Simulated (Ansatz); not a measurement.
Au:

```
CELL_PARAMETERS angstrom
0.00000 2.03500 2.03500
2.03500 0.00000 2.03500
2.03500 2.03500 0.00000
ATOMIC_POSITIONS crystal
Au 0.00000 0.00000 0.00000
```

| Property | Result |
| --- | --- |
| Program | Ansatz 0.2.0 |
| Task | relaxation of cell and atoms |
| Functional | PBE |
| Potentials or basis | all-electron LAPW, scalar-relativistic |
| Basis error allowed | 0.001 eV/atom |
| k mesh | 11 × 11 × 11 |
| Occupations | fermi-dirac, width 0.05 eV |
| Spin | no spin polarisation |

At the start: volume 16.85 Å³/atom.

How do energy, volume and symmetry change on relaxing?

Over 4 steps the energy falls by 34.5 meV/atom and the volume is 17.96 Å³/atom (+6.6 %); space group Fm-3m (No. 225, to 0.05 Å).

The path:
| step | energy change (eV) | largest force (eV/Å) | volume (Å³) |
| --- | --- | --- | --- |
| 1 | 0.0000 | 0.0000 | 16.85 |
| 2 | -0.0341 | 0.0000 | 18.09 |
| 3 | -0.0345 | 0.0000 | 17.96 |
| 4 | -0.0345 | 0.0000 | 17.96 |

Final structure:
```cif
data_structure
_symmetry_space_group_name_H-M 'P 1'
_symmetry_Int_Tables_number 1
_cell_length_a 2.9396
_cell_length_b 2.9396
_cell_length_c 2.9396
_cell_angle_alpha 60.000
_cell_angle_beta 60.000
_cell_angle_gamma 60.000
_cell_volume 17.96
loop_
_atom_site_label
_atom_site_type_symbol
_atom_site_fract_x
_atom_site_fract_y
_atom_site_fract_z
_atom_site_occupancy
Au1 Au 0.00000 0.00000 0.00000 1
```
